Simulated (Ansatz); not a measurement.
**Moving the dispersion correction in MoS2**

The cell as given:

```yaml
crystal:
  lattice:
    - [1.58550, 0.91539, 6.11500]
    - [-1.58550, 0.91539, 6.11500]
    - [0.00000, -1.83078, 6.11500]
  atoms:
    - { symbol: Mo, position: [0.00000, 0.00000, 0.00000] }
    - { symbol: S, position: [0.25000, 0.25000, 0.25000] }
    - { symbol: S, position: [0.75000, 0.75000, 0.75000] }
```

Measurements of this composition are mostly on another form, of space group No. 194.

Kept alike: task relaxation of cell and atoms; functional PBEsol; k mesh 10 × 10 × 10; occupations fermi-dirac, width 0.05 eV; no spin polarisation. Program: Ansatz, Ansatz PAW, cutoff 420 eV. The mesh is that of the run's cell of 3 atoms. No spin-orbit coupling.

```csv
dispersion correction,volume (Å³/atom)
D3(BJ),15.895
D3(BJ)-ATM,16.068
D4,16.323
none,17.196
```

The relaxations keep at least the cell's symmetry (R-3m). For a metal such a mesh leaves the last digits unconverged. Relaxations stop with a little pressure left, so the last digits of a volume or edge aren't settled. All rows use potentials made for PBE.

Q: What does the dispersion correction change here?

A: The volume runs from 15.895 (D3(BJ)) to 17.196 Å³/atom (none). Against no correction: D3(BJ) -7.6 %; D3(BJ)-ATM -6.6 %; D4 -5.1 %. Dispersion terms mostly attract and so lower the volume; the schemes' coefficients and damping set how far.
